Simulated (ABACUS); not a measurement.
Crystal: HfC.

```
Hf C
1.0
     0.00000    2.32500    2.32500
     2.32500    0.00000    2.32500
     2.32500    2.32500    0.00000
Hf C
1 1
Cartesian
  2.3250 2.3250 2.3250
  0.0000 0.0000 0.0000
```

| Quantity | Value |
| --- | --- |
| Program | ABACUS 3.10.1 |
| Task | single point |
| Functional | PBEsol |
| Potentials or basis | PseudoDojo NC SR 0.4.1 PBEsol standard |
| Cutoff | 1116 eV |
| Density cutoff | 4463 eV |
| Basis | plane waves |
| k mesh | 10 × 10 × 10 |
| Occupations | fermi-dirac, width 0.05 eV |
| Spin | no spin polarisation |

On this cell: pressure -6.2 GPa; largest force zero by symmetry; band gap on the k mesh none (metal or under the smearing width).

The same run follows on a disturbed copy (atoms moved at random, drawn with an rms of 0.05 Å):

```
Hf C
1.0
     0.00000    2.32500    2.32500
     2.32500    0.00000    2.32500
     2.32500    2.32500    0.00000
Hf C
1 1
Direct
  0.48872 0.50833 0.48842
  0.99015 0.01910 0.99366
```

Task: What changes?

Result: The energy (extrapolated to zero smearing) moves by +4.6 meV/atom; pressure -6.0 GPa; largest force 0.361 eV/Å; band gap on the k mesh none (metal or under the smearing width).

Forces on the atoms (eV/Å):
```
Hf   0.272  0.114  0.208
C   -0.272 -0.114 -0.208
```

Stress tensor (GPa, compression positive):
```
-5.84 -0.09 -0.16
-0.09 -6.15 -0.07
-0.16 -0.07 -6.00
```
